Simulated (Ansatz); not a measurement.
# Si3N4 (P6_3/m):Ga_Si, thermodynamic levels from a 126-atom cell

Charge states of Ga_Si in Si3N4 (P6_3/m), set against the band edges. Model: a cell of 126 host atoms with 1 Si taken out and 1 Ga put in.

Main program and level: Ansatz 0.2.0; place-levels on PBEsol runs: charge-transition levels and formation energies with image-charge correction and potential alignment at the atomic sites; PAW set soft_1.

### 1. Starting point

The cell holds 126 atoms: 53 Si, 72 N and 1 Ga. Its edges and angles: a = 13.206 Å, b = 13.206 Å, c = 8.731 Å, α = 90.0°, β = 90.0°, γ = 120.0°. It derives from Si3N4 (space group P6_3/m). Nearest the centre at fractional (0.353, 0.473, 0.583): Ga44 at 0.00 Å, N62 at 1.73 Å, N113 at 1.74 Å, N71 at 1.74 Å, N67 at 1.74 Å, Si86 at 2.91 Å, Si2 at 2.91 Å, Si56 at 3.00 Å.

Screening for the image-charge correction: ε∞ = (4.29, 4.29, 4.37), ε0 = (8.29, 8.29, 8.25), from a response run on this crystal (DFPT, PBEsol) at that run's own cell.

The cell's shortest repeat is 8.7 Å.

### 2. Charge states

A transition level is the Fermi level at which two charge states cost the same, so each charge needs its own total energy, at its own relaxed structure.

Random displacements of about 0.05 Å break the site symmetry at the start, so that the relaxation can reach a distorted minimum if there is one. Forces are taken at one point at (¼, ¼, ¼). The cell holds 1 electron more than the neutral one, with a uniform background that keeps it neutral on the whole.

The sampling was tested on the host first: at the k-points planned (1x1x1 shifted 0.25 0.25 0.25) its energy lies 0.000 eV an atom from the dense-mesh value, under the bound of 0.02 eV set for this test; that bounds the host's error, not the defect's.

One state's input; the others differ in charge, spin, start and seed, and in occupations where the table says so.

File qm1.relax/input.yaml:

```yaml
crystal:
  lattice:
    - [11.43668588, 6.60297367, 0.0]
    - [-11.43668588, 6.60297367, 0.0]
    - [0.0, 0.0, 8.73076733]
  atoms:
    - { symbol: Si, position: [0.01950046, 0.80655545, 0.25] }
    - { symbol: Si, position: [0.3528338, 0.47322211, 0.25] }
    - { symbol: Si, position: [0.68616713, 0.13988878, 0.25] }
    - { symbol: Si, position: [0.21294502, 0.01950046, 0.08333333] }
    - { symbol: Si, position: [0.54627835, 0.68616713, 0.08333333] }
    - { symbol: Si, position: [0.87961168, 0.3528338, 0.08333333] }
    - { symbol: Si, position: [0.13988878, 0.45372165, 0.08333333] }
    - { symbol: Si, position: [0.47322211, 0.12038832, 0.08333333] }
    - { symbol: Si, position: [0.80655545, 0.78705498, 0.08333333] }
    - { symbol: Si, position: [0.19344455, 0.21294502, 0.25] }
    - { symbol: Si, position: [0.52677789, 0.87961168, 0.25] }
    - { symbol: Si, position: [0.86011122, 0.54627835, 0.25] }
    - { symbol: Si, position: [0.12038832, 0.6471662, 0.25] }
    - { symbol: Si, position: [0.45372165, 0.31383287, 0.25] }
    - { symbol: Si, position: [0.78705498, 0.98049954, 0.25] }
    - { symbol: Si, position: [0.31383287, 0.86011122, 0.08333333] }
    - { symbol: Si, position: [0.6471662, 0.52677789, 0.08333333] }
    - { symbol: Si, position: [0.98049954, 0.19344455, 0.08333333] }
    - { symbol: "N", position: [0.0, 0.66666667, 0.25] }
    - { symbol: "N", position: [0.33333333, 0.33333333, 0.25] }
    - { symbol: "N", position: [0.66666667, 0.0, 0.25] }
    - { symbol: "N", position: [0.0, 0.33333333, 0.08333333] }
    - { symbol: "N", position: [0.33333333, 0.0, 0.08333333] }
    - { symbol: "N", position: [0.66666667, 0.66666667, 0.08333333] }
    - { symbol: "N", position: [0.21345843, 0.45653274, 0.25] }
    - { symbol: "N", position: [0.54679176, 0.12319941, 0.25] }
    - { symbol: "N", position: [0.8801251, 0.78986608, 0.25] }
    - { symbol: "N", position: [0.09025902, 0.8801251, 0.08333333] }
    - { symbol: "N", position: [0.42359235, 0.54679176, 0.08333333] }
    - { symbol: "N", position: [0.75692569, 0.21345843, 0.08333333] }
    - { symbol: "N", position: [0.12319941, 0.57640765, 0.08333333] }
    - { symbol: "N", position: [0.45653274, 0.24307431, 0.08333333] }
    - { symbol: "N", position: [0.78986608, 0.90974098, 0.08333333] }
    - { symbol: "N", position: [0.21013392, 0.09025902, 0.25] }
    - { symbol: "N", position: [0.54346726, 0.75692569, 0.25] }
    - { symbol: "N", position: [0.87680059, 0.42359235, 0.25] }
    - { symbol: "N", position: [0.1198749, 0.21013392, 0.08333333] }
    - { symbol: "N", position: [0.45320824, 0.87680059, 0.08333333] }
    - { symbol: "N", position: [0.78654157, 0.54346726, 0.08333333] }
    - { symbol: "N", position: [0.24307431, 0.78654157, 0.25] }
    - { symbol: "N", position: [0.57640765, 0.45320824, 0.25] }
    - { symbol: "N", position: [0.90974098, 0.1198749, 0.25] }
    - { symbol: Si, position: [0.01950046, 0.80655545, 0.58333333] }
    - { symbol: Ga, position: [0.3528338, 0.47322211, 0.58333333] }
    - { symbol: Si, position: [0.68616713, 0.13988878, 0.58333333] }
    - { symbol: Si, position: [0.21294502, 0.01950046, 0.41666667] }
    - { symbol: Si, position: [0.54627835, 0.68616713, 0.41666667] }
    - { symbol: Si, position: [0.87961168, 0.3528338, 0.41666667] }
    - { symbol: Si, position: [0.13988878, 0.45372165, 0.41666667] }
    - { symbol: Si, position: [0.47322211, 0.12038832, 0.41666667] }
    - { symbol: Si, position: [0.80655545, 0.78705498, 0.41666667] }
    - { symbol: Si, position: [0.19344455, 0.21294502, 0.58333333] }
    - { symbol: Si, position: [0.52677789, 0.87961168, 0.58333333] }
    - { symbol: Si, position: [0.86011122, 0.54627835, 0.58333333] }
    - { symbol: Si, position: [0.12038832, 0.6471662, 0.58333333] }
    - { symbol: Si, position: [0.45372165, 0.31383287, 0.58333333] }
    - { symbol: Si, position: [0.78705498, 0.98049954, 0.58333333] }
    - { symbol: Si, position: [0.31383287, 0.86011122, 0.41666667] }
    - { symbol: Si, position: [0.6471662, 0.52677789, 0.41666667] }
    - { symbol: Si, position: [0.98049954, 0.19344455, 0.41666667] }
    - { symbol: "N", position: [0.0, 0.66666667, 0.58333333] }
    - { symbol: "N", position: [0.33333333, 0.33333333, 0.58333333] }
    - { symbol: "N", position: [0.66666667, 0.0, 0.58333333] }
    - { symbol: "N", position: [0.0, 0.33333333, 0.41666667] }
    - { symbol: "N", position: [0.33333333, 0.0, 0.41666667] }
    - { symbol: "N", position: [0.66666667, 0.66666667, 0.41666667] }
    - { symbol: "N", position: [0.21345843, 0.45653274, 0.58333333] }
    - { symbol: "N", position: [0.54679176, 0.12319941, 0.58333333] }
    - { symbol: "N", position: [0.8801251, 0.78986608, 0.58333333] }
    - { symbol: "N", position: [0.09025902, 0.8801251, 0.41666667] }
    - { symbol: "N", position: [0.42359235, 0.54679176, 0.41666667] }
    - { symbol: "N", position: [0.75692569, 0.21345843, 0.41666667] }
    - { symbol: "N", position: [0.12319941, 0.57640765, 0.41666667] }
    - { symbol: "N", position: [0.45653274, 0.24307431, 0.41666667] }
    - { symbol: "N", position: [0.78986608, 0.90974098, 0.41666667] }
    - { symbol: "N", position: [0.21013392, 0.09025902, 0.58333333] }
    - { symbol: "N", position: [0.54346726, 0.75692569, 0.58333333] }
    - { symbol: "N", position: [0.87680059, 0.42359235, 0.58333333] }
    - { symbol: "N", position: [0.1198749, 0.21013392, 0.41666667] }
    - { symbol: "N", position: [0.45320824, 0.87680059, 0.41666667] }
    - { symbol: "N", position: [0.78654157, 0.54346726, 0.41666667] }
    - { symbol: "N", position: [0.24307431, 0.78654157, 0.58333333] }
    - { symbol: "N", position: [0.57640765, 0.45320824, 0.58333333] }
    - { symbol: "N", position: [0.90974098, 0.1198749, 0.58333333] }
    - { symbol: Si, position: [0.01950046, 0.80655545, 0.91666667] }
    - { symbol: Si, position: [0.3528338, 0.47322211, 0.91666667] }
    - { symbol: Si, position: [0.68616713, 0.13988878, 0.91666667] }
    - { symbol: Si, position: [0.21294502, 0.01950046, 0.75] }
    - { symbol: Si, position: [0.54627835, 0.68616713, 0.75] }
    - { symbol: Si, position: [0.87961168, 0.3528338, 0.75] }
    - { symbol: Si, position: [0.13988878, 0.45372165, 0.75] }
    - { symbol: Si, position: [0.47322211, 0.12038832, 0.75] }
    - { symbol: Si, position: [0.80655545, 0.78705498, 0.75] }
    - { symbol: Si, position: [0.19344455, 0.21294502, 0.91666667] }
    - { symbol: Si, position: [0.52677789, 0.87961168, 0.91666667] }
    - { symbol: Si, position: [0.86011122, 0.54627835, 0.91666667] }
    - { symbol: Si, position: [0.12038832, 0.6471662, 0.91666667] }
    - { symbol: Si, position: [0.45372165, 0.31383287, 0.91666667] }
    - { symbol: Si, position: [0.78705498, 0.98049954, 0.91666667] }
    - { symbol: Si, position: [0.31383287, 0.86011122, 0.75] }
    - { symbol: Si, position: [0.6471662, 0.52677789, 0.75] }
    - { symbol: Si, position: [0.98049954, 0.19344455, 0.75] }
    - { symbol: "N", position: [0.0, 0.66666667, 0.91666667] }
    - { symbol: "N", position: [0.33333333, 0.33333333, 0.91666667] }
    - { symbol: "N", position: [0.66666667, 0.0, 0.91666667] }
    - { symbol: "N", position: [0.0, 0.33333333, 0.75] }
    - { symbol: "N", position: [0.33333333, 0.0, 0.75] }
    - { symbol: "N", position: [0.66666667, 0.66666667, 0.75] }
    - { symbol: "N", position: [0.21345843, 0.45653274, 0.91666667] }
    - { symbol: "N", position: [0.54679176, 0.12319941, 0.91666667] }
    - { symbol: "N", position: [0.8801251, 0.78986608, 0.91666667] }
    - { symbol: "N", position: [0.09025902, 0.8801251, 0.75] }
    - { symbol: "N", position: [0.42359235, 0.54679176, 0.75] }
    - { symbol: "N", position: [0.75692569, 0.21345843, 0.75] }
    - { symbol: "N", position: [0.12319941, 0.57640765, 0.75] }
    - { symbol: "N", position: [0.45653274, 0.24307431, 0.75] }
    - { symbol: "N", position: [0.78986608, 0.90974098, 0.75] }
    - { symbol: "N", position: [0.21013392, 0.09025902, 0.91666667] }
    - { symbol: "N", position: [0.54346726, 0.75692569, 0.91666667] }
    - { symbol: "N", position: [0.87680059, 0.42359235, 0.91666667] }
    - { symbol: "N", position: [0.1198749, 0.21013392, 0.75] }
    - { symbol: "N", position: [0.45320824, 0.87680059, 0.75] }
    - { symbol: "N", position: [0.78654157, 0.54346726, 0.75] }
    - { symbol: "N", position: [0.24307431, 0.78654157, 0.91666667] }
    - { symbol: "N", position: [0.57640765, 0.45320824, 0.91666667] }
    - { symbol: "N", position: [0.90974098, 0.1198749, 0.91666667] }
  host:
    repeats: [1, 1, 3]
    atoms:
      - { symbol: Si, position: [0.01950046, 0.80655545, 0.75] }
      - { symbol: Si, position: [0.3528338, 0.47322211, 0.75] }
      # ... 40 more atoms of the perfect host
total_charge: -1
basis:
  ecutwfc: 420
  xc_grid: 2
hamiltonian:
  xc: pbesol
  pseudopotentials: { kind: paw, azcp: { folder: soft_1 }, xc_functional: pbe }
kpoints:
  mp_grid: { grid: [1, 1, 1], shift: [0.25, 0.25, 0.25] }
scf:
  occupations: { method: fixed }
  max_iter: 100
output:
  forces: true
  charged_corrections:
    epsilon: [4.29, 4.29, 4.37]
    static_epsilon: [8.29, 8.29, 8.25]
    defect_position: [0.352834, 0.473222, 0.583333]
relax:
  f_tol: 0.02
  max_steps: 80
  random_displacement: { amplitude: 0.05, seed: 773 }
checkpoint:
  write: "../qm1.relax.run"
  compress: false
  write_wavefunctions: true
  write_every: 100000
```

The run is started by

```console
$ ansatz run input.yaml --threads 4 --pin off --max-ram 15073MiB --backend cpu --events-out ev --progress --plain --runs-dir out
```

Defect states can disperse in a cell of this size, so the energy is taken again at a 2×2×2 shifted mesh, on the relaxed structure.

The run of this state that the levels use, under PBEsol:

File qm1.point/input.yaml:

```yaml
crystal:
  checkpoint: "../qm1.relax.run"
  host: checkpoint
total_charge: -1
basis:
  ecutwfc: 420
  xc_grid: 2
hamiltonian:
  xc: pbesol
  pseudopotentials: { kind: paw, azcp: { folder: soft_1 }, xc_functional: pbe }
kpoints:
  mp_grid: { grid: [2, 2, 2], shift: [0.5, 0.5, 0.5] }
scf:
  occupations: { method: fermi_dirac, width: 0.01 }
  max_iter: 100
output:
  forces: true
  eigenvalues: true
  charged_corrections:
    epsilon: [4.29, 4.29, 4.37]
    static_epsilon: [8.29, 8.29, 8.25]
    defect_position: [0.352834, 0.473222, 0.583333]
  eigenstates: { localisation: true }
  populations: true
  band_densities: [{ bands: [v1, v1] }, { bands: [c1, c1] }]
  write_density: true
  write_potential: true
  volumetric_format: npy
  elf: true
checkpoint:
  read: "../qm1.relax.run"
  write: "../qm1.point.run"
  compress: false
  write_wavefunctions: false
  write_every: 100000
```

Relaxations under PBEsol at one point at (¼, ¼, ¼); times on 4 threads of Intel Xeon Platinum 8259CL at 2.50GHz (Skylake/Cascade Lake), shared host:

| charge | moment (μB) | occupations | outcome | steps | largest displacement against the far atoms (Å) | time |
| --- | --- | --- | --- | --- | --- | --- |
| −1 | 0 | fixed | converged | 7 | 0.14 | 2.3 min |
| 0 | 1 | fixed | converged | 7 | 0.14 | 6.1 min |
| +1 | 0 | fixed | converged | 6 | 0.14 | 2.5 min |
| +1 | 2 | fixed | converged | 6 | 0.14 | 5.2 min |

Single points under PBEsol at a 2×2×2 shifted mesh; times on 4 threads of Intel Xeon Platinum 8259CL at 2.50GHz (Skylake/Cascade Lake), shared host:

| charge | moment (μB) | occupations | outcome | time |
| --- | --- | --- | --- | --- |
| −1 | 0 | fermi-dirac | converged | 2.2 min |
| 0 | 1 | fermi-dirac | converged | 5.7 min |
| +1 | 0 | fermi-dirac | converged | 2.9 min |
| +1 | 2 | fermi-dirac | converged | 5.3 min |

Distances (Å) from Ga44 to the nearest atoms after relaxation with PBEsol:

```
charge  moment (μB)      1.      2.      3.      4.       5.       6.
    −1            0  N 1.87  N 1.87  N 1.87  N 1.88  Si 2.92  Si 2.92
     0            1  N 1.86  N 1.86  N 1.88  N 1.89  Si 2.92  Si 2.92
    +1            0  N 1.86  N 1.86  N 1.88  N 1.88  Si 2.92  Si 2.92
    +1            2  N 1.86  N 1.86  N 1.88  N 1.89  Si 2.92  Si 2.92
```

(Continued in part 2 of 2.)

[Logs are printed without paths, hosts, clocks, repeated set-up lines and the standing remarks that a program may print on its own settings, such as how far it seeks lower states.]

[Hosts, paths, dates, database ids (printed as entryN), source tags and the programs' standing remarks are cut or masked in the printed files.]

[Where a table of states has a column of steps, it counts the stored structures, which are thinned; the runs took as many ionic steps or more.]

[A defect's name tells the site on which it was built; relaxed atoms can leave that site.]

[For some hosts the program warned that the k-mesh of the response run may be too coarse for force constants and the static dielectric constant; such warnings are not shown here.]
